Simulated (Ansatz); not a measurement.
**Sc under changes of volume**

One of the cells (25.002 Å³/atom); the others are scaled copies at fixed shape and fractional positions:

```
Sc
1.0
     3.30900    0.00000    0.00000
    -1.65450    2.86568    0.00000
     0.00000    0.00000    5.27330
Sc
2
Direct
  0.66667 0.33333 0.75000
  0.33333 0.66667 0.25000
```

```yaml
Program: Ansatz 0.2.0
Functional: PBE
Potentials_or_basis: Ansatz PAW
Cutoff: "420 eV (not typed: the program's choice for these potentials)"
k_mesh: 9 × 9 × 5
Occupations: fermi-dirac, width 0.05 eV
Spin: no spin polarisation
```

```tsv
volume (Å³/atom)	energy over the lowest point (meV/atom)	pressure (GPa)
23.502	9.88	2.9
24.002	3.00	1.6
24.502	0.00	0.4
25.002	0.56	-0.7
25.502	4.38	-1.7
26.002	11.19	-2.6
26.502	?	?
```

What does the run at 26.502 Å³/atom give?

Energy over the lowest point 20.73 meV/atom; pressure -3.4 GPa.

Worked out: A Birch-Murnaghan fit of order 3 (a polynomial in V^(-2/3)) to the other rows has its minimum at 24.67 Å³/atom with B0 = V·E''(V) = 55 GPa and B' = 3.3 at fixed shape and positions, which overstates the stiffness. It gives 20.74 meV/atom at 26.502 Å³/atom, against the run's 20.73, and -dE/dV = -3.5 GPa, against -3.4.

Energies are extrapolated to zero smearing.
